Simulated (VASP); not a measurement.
# CoO (P3m1) in VASP: a series of runs, part 2 of 2

VASP 6.6.1. The steps go on from the part before.

### Step 5. Single point, PBE, collinear spin, ferromagnetic start

INCAR

```
PREC = Accurate
ENCUT = 350
EDIFF = 1E-6
ISMEAR = 0
SIGMA = 0.05
LREAL = F
LASPH = T
NELM = 100
ALGO = Normal
ISIF = 2
LWAVE = F
LCHARG = F
ISPIN = 2
MAGMOM = 2 2 0 0
LORBIT = 11
LMAXMIX = 4
GGA = PE
NBANDS = 27
ADDGRID = F
```

KPOINTS

```
Automatic mesh
0
Gamma
  4 4 2
```

POSCAR

```
CoO
1.0
    3.1976457435      0.0000000000      0.0000000000
   -1.5988228718      2.7692424462      0.0000000000
    0.0000000000      0.0000000000      5.2287097100
Co O
2 2
Direct
    0.3333333333      0.6666666667      0.5033624100
    0.0000000000      0.0000000000      0.0034741400
    0.3333333333      0.6666666667      0.8715556000
    0.0000000000      0.0000000000      0.3716088500
```

Potentials or basis: VASP PAW PBE potentials, release 64 (Co, O).

Launch:

```console
$ cat potpaw_PBE.64/Co/POTCAR potpaw_PBE.64/O/POTCAR > POTCAR
$ mpirun -np 1 vasp_std > vasp.out
```

OUTCAR:

```text
PREC = Accurate
   ENCUT = 350
   EDIFF = 1E-6
   ISMEAR = 0
   LREAL = F
   LASPH = T
   NELM = 100
   ISIF = 2
   ISPIN = 2
   LORBIT = 11
   GGA = PE

 Found      8 irreducible k-points:

 Following reciprocal coordinates:
            Coordinates               Weight
  0.000000  0.000000  0.000000      1.000000
  0.250000  0.000000  0.000000      6.000000
  0.500000  0.000000  0.000000      3.000000
  0.250000  0.250000  0.000000      6.000000
  0.000000  0.000000  0.500000      1.000000
  0.250000  0.000000  0.500000      6.000000
   k-points           NKPTS =      8   k-points in BZ     NKDIM =      8   number of bands    NBANDS=     27
   number of dos      NEDOS =    301   number of ions     NIONS =      4
   total plane-waves  NPLWV =  12800
   dimension x,y,z NGX =    20 NGY =   20 NGZ =   32
   dimension x,y,z NGXF=    40 NGYF=   40 NGZF=   64
   ions per type =               2   2
   NGX,Y,Z   is equivalent  to a cutoff of  10.40, 10.40, 10.17 a.u.
   NGXF,Y,Z  is equivalent  to a cutoff of  20.80, 20.80, 20.35 a.u.
 SYSTEM =  unknown system
   PREC   = accura    normal or accurate (medium, high low for compatibility)
   ISTART =      0    job   : 0-new  1-cont  2-samecut
   ICHARG =      2    charge: 1-file 2-atom 10-const
   ISPIN  =      2    spin polarized calculation?
   LNONCOLLINEAR =      F non collinear calculations
   LSORBIT =      F    spin-orbit coupling
   LASPH  =      T    aspherical Exc in radial PAW
   ENCUT  =  350.0 eV  25.72 Ry    5.07 a.u.   4.88  4.88  7.98*2*pi/ulx,y,z
   NELM   =    100;   NELMIN=  2; NELMDL= -5     # of ELM steps
   EDIFF  = 0.1E-05   stopping-criterion for ELM
   LREAL  =      F    real-space projection
   EDIFFG = 0.1E-04   stopping-criterion for IOM
   NSW    =      0    number of steps for IOM
   IBRION =     -1    ionic relax: 0-MD 1-quasi-New 2-CG
   NFREE  =      0    steps in history (QN), initial steepest desc. (CG)
   ISIF   =      2    stress and relaxation
   ISYM   =      2    0-nonsym 1-usesym 2-fastsym
   POTIM  = 0.5000    time-step for ionic-motion
   TEBEG  =    0.0;   TEEND  =   0.0 temperature during run
   PSTRESS=    0.0 pullay stress
   NELECT =      30.0000    total number of electrons
   NUPDOWN=      -1.0000    fix difference up-down
[... 40 lines left out ...]
 cond. band min:       6.1167400872   @ k =   0.2500   0.2500   0.0000
 fundamental gap:      0.1762464520
 Fermi energy:         6.0873755148

 spin component 1

 k-point     1 :       0.0000    0.0000    0.0000
  band No.  band energies     occupation
      1     -13.9992      1.00000
      2     -13.3760      1.00000
      3      -1.0238      1.00000
      4      -0.2333      1.00000
      5      -0.0707      1.00000
      6      -0.0707      1.00000
[... 169 lines left out ...]
     26      19.7167      0.00000
     27      22.6438      0.00000

 [... further k-points ...]

 spin component 2

 k-point     1 :       0.0000    0.0000    0.0000
  band No.  band energies     occupation
      1     -13.4491      1.00000
      2     -12.7952      1.00000
      3      -0.4811      1.00000
      4       1.0578      1.00000
      5       1.2271      1.00000
      6       1.2271      1.00000
[... 169 lines left out ...]
     26      20.3869      0.00000
     27      23.2930      0.00000

 [... further k-points ...]

------------------------ aborting loop because EDIFF is reached ----------------------------------------

  FORCE on cell =-STRESS in cart. coord.  units (eV):
  Direction    XX          YY          ZZ          XY          YZ          ZX
  --------------------------------------------------------------------------------------
  -------------------------------------------------------------------------------------
  Total       -3.4338300     -3.4338300     -3.0618584      0.0000000      0.0000000      0.0000000
  in kB     -118.8238195   -118.8238195   -105.9521630      0.0000000      0.0000000      0.0000000
  external PRESSURE =    -114.5332674 kB  Pullay stress =       0.0000000 kB

 VOLUME and BASIS-vectors are now :
 -----------------------------------------------------------------------------
  energy-cutoff  :      350.00
  volume of cell :       46.30
      direct lattice vectors                 reciprocal lattice vectors
     3.197645743  0.000000000  0.000000000     0.312730077  0.180554794  0.000000000
    -1.598822872  2.769242446  0.000000000     0.000000000  0.361109588  0.000000000
     0.000000000  0.000000000  5.228709710     0.000000000  0.000000000  0.191251773

 POSITION                                       TOTAL-FORCE (eV/Angst)
 -----------------------------------------------------------------------------------
     -0.00000      1.84616      2.63194         0.000000     -0.000000     -0.240521
      0.00000      0.00000      0.01817        -0.000000      0.000000     -0.245680
     -0.00000      1.84616      4.55711         0.000000      0.000000      0.243585
      0.00000      0.00000      1.94303        -0.000000      0.000000      0.242616
 -----------------------------------------------------------------------------------
    total drift:                               -0.000001     -0.000004     -0.000034

  FREE ENERGIE OF THE ION-ELECTRON SYSTEM (eV)
  ---------------------------------------------------
  free  energy   TOTEN  =       -26.6870223369 eV

  energy  without entropy=      -26.6836356889  energy(sigma->0) =      -26.68532901

 total charge

# of ion       s       p       d       tot
------------------------------------------
    1        0.348   0.435   7.180   7.962
    2        0.347   0.434   7.180   7.962
    3        1.604   3.486   0.000   5.091
    4        1.604   3.487   0.000   5.091
--------------------------------------------------
tot          3.904   7.842  14.360  26.106

 magnetization (x)

# of ion       s       p       d       tot
------------------------------------------
    1        0.018   0.059   2.426   2.504
    2        0.018   0.059   2.427   2.504
    3        0.022   0.290   0.000   0.313
    4        0.022   0.290   0.000   0.313
--------------------------------------------------
tot          0.080   0.699   4.853   5.632
```

OSZICAR:

```text
N       E                     dE             d eps       ncg     rms          rms(c)
DAV:   1     0.206375893858E+03    0.20638E+03   -0.10556E+04   872   0.972E+02
DAV:   2    -0.111760051916E+02   -0.21755E+03   -0.19622E+03   891   0.268E+02
DAV:   3    -0.314624037103E+02   -0.20286E+02   -0.19355E+02  1011   0.942E+01
DAV:   4    -0.318109533717E+02   -0.34855E+00   -0.34781E+00   964   0.132E+01
DAV:   5    -0.318222728027E+02   -0.11319E-01   -0.11319E-01  1114   0.216E+00    0.243E+01
DAV:   6    -0.302256040646E+02    0.15967E+01   -0.38205E+01  1136   0.880E+01    0.305E+01
DAV:   7    -0.265825589549E+02    0.36430E+01   -0.10558E+01  1024   0.711E+01    0.111E+01
DAV:   8    -0.267104034485E+02   -0.12784E+00   -0.16539E+00  1096   0.950E+00    0.663E+00
DAV:   9    -0.266746110400E+02    0.35792E-01   -0.11321E+00  1336   0.139E+01    0.453E+00
DAV:  10    -0.266804706886E+02   -0.58596E-02   -0.88469E-01  1272   0.126E+01    0.248E+00
DAV:  11    -0.266923161225E+02   -0.11845E-01   -0.11978E-01  1229   0.493E+00    0.108E+00
DAV:  12    -0.266862196988E+02    0.60964E-02   -0.28816E-02  1244   0.229E+00    0.263E-01
DAV:  13    -0.266869587127E+02   -0.73901E-03   -0.57758E-03   988   0.604E-01    0.143E-01
DAV:  14    -0.266869153361E+02    0.43377E-04   -0.27158E-04  1110   0.167E-01    0.870E-02
DAV:  15    -0.266869907482E+02   -0.75412E-04   -0.15308E-04   951   0.103E-01    0.592E-02
DAV:  16    -0.266870189267E+02   -0.28178E-04   -0.48278E-05  1058   0.737E-02    0.229E-02
DAV:  17    -0.266870214579E+02   -0.25312E-05   -0.10977E-05  1030   0.338E-02    0.132E-02
DAV:  18    -0.266870223369E+02   -0.87901E-06   -0.33108E-06   750   0.193E-02
   1 F= -.26687022E+02 E0= -.26685329E+02  d E =-.338665E-02  mag=     5.8770
```

stdout:

```text
POSCAR found type information on POSCAR CoO
 POSCAR found :  2 types and       4 ions
 scaLAPACK will be used
 LDA part: xc-table for (Slater+PW92), standard interpolation
 POSCAR, INCAR and KPOINTS ok, starting setup
 FFT: planning ... GRIDC
 FFT: planning ... GRID_SOFT
 FFT: planning ... GRID
 WAVECAR not read
 entering main loop
```

Run time: 10 s. Hardware: 1 thread of Intel Xeon 6975P-C (Granite Rapids), shared host; peak memory 0.14 GiB.

The run converged, but a check on its numbers failed (symmetry, net force, bounds or a known fault of this set-up), so they aren't taken as properties of the crystal.

Caveat: the k mesh is coarse (spacing up to 0.60 Å⁻¹), so the values aren't converged; the cutoff lies under the usual one of these potentials, so the numbers hold a large basis-set error; semilocal functionals often make such compounds metallic where correlation or magnetic order opens a gap, which also shifts bond lengths.

### Step 6. The reference run

An earlier run on the cell as given: functional PBE; potentials or basis VASP PAW PBE potentials, release 64 (Co, O); cutoff 520 eV; k mesh 10 × 10 × 5; occupations fermi-dirac, width 0.05 eV; collinear spin, ferromagnetic start; starting moments [2.0, 2.0, 0.0, 0.0] μB.

* Pressure: 1.4 GPa
* Largest force: 0.310 eV/Å
* Band gap on the k mesh: none (metal or under the smearing width)
* Net moment: 5.85 μB per cell
* Site moments: Co +2.50; O +0.31 μB
* Valence electrons inside the program's atomic spheres: Co 7.97; O 5.00
